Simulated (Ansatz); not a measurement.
Ca: distorted cells

Computed with DFT PBEsol, scalar-relativistic, plane waves, PAW (Ansatz 0.2.0).

Settings: cutoff 420 eV, Γ-centred mesh 10×10×10 on the computed 1-atom cell, Gaussian smearing of 0.10 eV; no spin polarisation.

Reference cell:

```xyz
1
Lattice="3.4887 0.0000 0.0000 0.0000 3.4887 0.0000 0.0000 0.0000 3.4887" Properties=species:S:1:pos:R:3 pbc="T T T"
Ca    0.0000    0.0000    0.0000
```

Each variant moves atoms of this cell by the vectors given, if any (Å), and then applies a symmetric strain (tensor components, Cartesian axes). The reference cell isn't relaxed at this level. Energies are per atom at zero smearing, counted from the lowest variant. Pressure is positive in compression.

1. strain (xx yy zz yz xz xy, %) 1.12 1.14 2.32 -1.25 2.00 -1.67
2. strain (xx yy zz yz xz xy, %) 5.84 5.87 2.86 0.08 -0.51 0.14
3. strain (xx yy zz yz xz xy, %) 4.43 4.64 4.87 -0.40 0.05 1.00

| result | ΔE (meV/atom) | P (GPa) |
| --- | --- | --- |
| A | 40.4 | -1.48 |
| B | 0.0 | -0.83 |
| C | 34.5 | -1.46 |

(1) Which variant gave which result?

Answers

(1) A is 2, B is 1, C is 3. The pressure falls as the cell grows: from the smallest volume to the largest the variants are 1, 3, 2.

This simple cubic form isn't the element's structure at ambient conditions.